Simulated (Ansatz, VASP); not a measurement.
BN: VASP beside Ansatz

```xyz
2
Lattice="0.0000 1.8075 1.8075 1.8075 0.0000 1.8075 1.8075 1.8075 0.0000" Properties=species:S:1:pos:R:3 pbc="T T T"
B     0.0000    0.0000    0.0000
N     2.7112    2.7112    2.7112
```

Alike in both runs: task single point; functional PBEsol; dispersion D3(BJ); k mesh 12 × 12 × 12; occupations gaussian, width 0.05 eV; no spin polarisation.

```csv
,VASP,Ansatz
version,VASP 6.6.1,Ansatz 0.2.0
potentials or method,"VASP PAW PBE potentials, release 64 (B, N)","scalar-relativistic, plane waves, PAW"
plane-wave cutoff (eV),520,420
valence electrons in the cell,8,8
```

|  | VASP | Ansatz | Ansatz less VASP |
| --- | --- | --- | --- |
| gap on the k mesh at the Fermi level (eV) | 4.28 | 4.29 | +0.013 |
| least direct gap on the mesh (eV) | 8.76 | 8.77 | +0.009 |
| pressure (GPa) | -6.3 | -6.9 | -0.60 |
| dispersion energy (meV/atom) | -143.9 | -144.0 | -0.03 |

Caveats: the PAW data sets were made with another functional, which shifts forces and pressure a little (VASP). A k mesh can miss the band edges.
